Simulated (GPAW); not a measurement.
**HfB2: relaxation of cell and atoms with PBEsol+D4**

The system is HfB2.

```
CELL_PARAMETERS angstrom
3.14000 0.00000 0.00000
-1.57000 2.71932 0.00000
0.00000 0.00000 3.48000
ATOMIC_POSITIONS crystal
Hf 0.00000 0.00000 0.00000
B 0.66667 0.33333 0.50000
B 0.33333 0.66667 0.50000
```

```json
{
 "Program": "GPAW 26.7.0",
 "Task": "relaxation of cell and atoms",
 "Functional": "PBEsol",
 "Dispersion": "D4",
 "Potentials or basis": "PAW data sets generated in the run's folder for this functional",
 "Cutoff": "800 eV",
 "Basis": "pw",
 "k mesh": "7 × 7 × 6",
 "Occupations": "fermi-dirac, width 0.05 eV",
 "Spin": "no spin polarisation",
 "Maxiter": "150",
 "Optimizer": "BFGS",
 "Fmax": "0.02 eV/Å",
 "Max steps": "60",
 "Convergence": "density=1e-05 forces=0.0001"
}
```

```
Relaxed volume                         : 9.65 Å³/atom
Relaxed cell                           : a = 3.121 Å, b = 3.121 Å, c = 3.431 Å, α = 90.00°, β = 90.00°, γ = 120.00°
Space group after relaxing (to 0.05 Å) : P6/mmm (No. 191)
Energy gained by relaxing              : 5.7 meV/atom
Ionic steps                            : 6
Pressure after relaxing                : -0.1 GPa
Band gap on the k mesh                 : none (metal or under the smearing width)
Dispersion energy per atom             : -0.184 eV
```

Step by step:
```
step  energy change (eV)  largest force (eV/Å)  pressure (GPa)  volume (Å³)
   1              0.0000                0.0000           -6.72        29.71
   2             -0.0066                0.0000           -5.27        29.54
   3             -0.0165                0.0000            0.29        28.91
   4             -0.0166                0.0000            0.15        28.93
   5             -0.0171                0.0000           -0.18        28.95
   6             -0.0171                0.0000           -0.07        28.94
```

Final structure:
```xyz
3
Lattice="3.1210 0.0000 0.0000 -1.5605 2.7029 0.0000 0.0000 0.0000 3.4306" Properties=species:S:1:pos:R:3 pbc="T T T"
Hf    0.0000    0.0000    0.0000
B     1.5605    0.9010    1.7153
B     0.0000    1.8019    1.7153
```

Levels at points of the mesh, in eV from the Fermi level:
```tsv
k point	band 5	band 6	band 7	band 8	band 9	band 10	band 11	band 12	band 13	band 14
(0.00, 0.00, 0.00)	-13.67	-2.88	-2.83	-2.83	-2.49	4.29	4.29	5.04	5.04	5.25
(0.00, 0.00, 0.50)	-11.11	-8.26	-1.02	-1.02	0.39	0.39	1.17	1.17	2.60	5.35
```

Run time: 2.4 min on 1 thread of Arm Neoverse V2, with other jobs on the host, peak memory 0.35 GiB.

Caveat: later steps reuse the first step's grids; pairwise dispersion overbinds metals, which lowers pressure and volume. Spin-orbit coupling is left out, which matters for the levels of Hf.
